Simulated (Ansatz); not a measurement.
# MgO: the cost of one run

Method: DFT PBE, scalar-relativistic, plane waves, PAW, in Ansatz 0.2.0.

**1. The system as given**

The structure is cubic, space group Fm-3m (No. 225). The conventional cell has a = 4.194 Å, b = 4.194 Å, c = 4.194 Å, α = 90.00°, β = 90.00°, γ = 90.00°. Mg (site symmetry m-3m) has 6 O at 2.10 Å as nearest neighbours. Around O (site symmetry m-3m) lie 6 Mg at 2.10 Å.

Structure file:

```xyz
2
Lattice="0.0000 2.0970 2.0970 2.0970 0.0000 2.0970 2.0970 2.0970 0.0000" Properties=species:S:1:pos:R:3 pbc="T T T"
Mg    0.0000    0.0000    0.0000
O     2.0970    2.0970    2.0970
```

The structure comes from the Materials Project (structure only).

(A quick probe on a coarse mesh, which set the mesh and smearing, is not shown.)

**3. Full relaxation**

input.yaml reads:

```yaml
crystal:
  lattice:
    - [0.0, 2.0970013927, 2.0970013927]
    - [2.0970013927, 0.0, 2.0970013927]
    - [2.0970013927, 2.0970013927, 0.0]
  atoms:
    - { symbol: Mg, position: [0.0, 0.0, 0.0] }
    - { symbol: O, position: [0.5, 0.5, 0.5] }
basis:
  ecutwfc: 420
kpoints:
  mp_grid: { grid: [10, 10, 10] }
hamiltonian:
  xc: pbe
scf:
  occupations: { method: gaussian, width: 0.02 }
output:
  forces: true
  stress: true
  eigenvalues: true
  write_density: true
  write_potential: true
  elf: true
  volumetric_format: npy
relax:
  adjacent_minimum: "off"
  f_tol: 0.005
  max_steps: 80
  cell: { stress_tol: 0.05 }
```

On the command line:

```sh
> ansatz run input.yaml --threads 4 --pin off --max-ram 6144MiB --backend cpu --events-out ev --progress --plain --runs-dir out
```

Q: Estimate wall time and peak memory on 4 threads of Arm Neoverse V1, shared host.

About 2.6 s, with a peak of 0.28 GiB.
